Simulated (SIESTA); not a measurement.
W:

```
W
1.0
    -1.58234    1.58234    1.58234
     1.58234   -1.58234    1.58234
     1.58234    1.58234   -1.58234
W
1
Direct
  0.00000 0.00000 0.00000
```

Base run:

| Item | Value |
| --- | --- |
| Program | SIESTA 5.4.2 |
| Functional | PBE |
| Potentials or basis | PseudoDojo 0.4 standard (PBE files) |
| Basis | DZP (energy shift 0.003 Ry; two zetas on semicore shells) |
| Grid cutoff | 800 Ry |
| Energy shift | 0.003 Ry |
| k mesh | 12 × 12 × 12 |
| Occupations | fermi-dirac, width 0.05 eV |
| Spin | no spin polarisation |

Its results: band gap on the k mesh none (metal or under the smearing width); pressure 9.9 GPa.

Task: The run is repeated on the same cell with these changes: functional from PBE to LDA; potentials or basis from PseudoDojo 0.4 standard (PBE files) to PseudoDojo 0.4 standard (LDA files). What comes out?

Result: Band gap on the k mesh none (metal or under the smearing width); pressure -6.1 GPa.

Caveats: short orbitals over semicore shells can move pressures by several GPa; the basis of atomic orbitals isn't converged, which shifts pressures, moduli and gaps.

Not every run made on this cell is shown here.
